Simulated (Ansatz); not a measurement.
Formation energy of Mg2Si

Method: PBEsol, scalar-relativistic; no spin polarisation; PAW, 420 eV, 8×8×8 k-mesh, Gaussian smearing of 0.05 eV; code Ansatz. The datasets are Ansatz's generated set soft_2.

The chain of runs began from a cell as deposited in COD, expanded in volume.

Symmetry: Fm-3m, No. 225, cubic system. Conventional cell: a = 6.326 Å, b = 6.326 Å, c = 6.326 Å, α = 90.00°, β = 90.00°, γ = 90.00°. Mg (site symmetry -43m) is surrounded by 4 Si at 2.74 Å. Around Si (site symmetry m-3m) lie 8 Mg at 2.74 Å. (Neighbours are counted to 15 % beyond the shortest distance.)

The elements were computed in their standard states with the same datasets, cutoff and functional. Total energies depend on the potentials used, so only differences within one code and one set of settings carry meaning.

Energy of the relaxed cell (3 atoms, smearing extrapolated to zero): -4446.062 eV. Elements, in eV/atom: Mg -1912.049, Si -621.493.

Q: What is the formation energy?

A: [-4446.062 − (2 × -1912.049 + 1 × -621.493)] / 3 = -0.16 eV/atom, or -15 kJ per mole of atoms.

The value is for 0 K, without zero-point energy. A negative value shows stability against the elements alone, not against other compounds or structures.
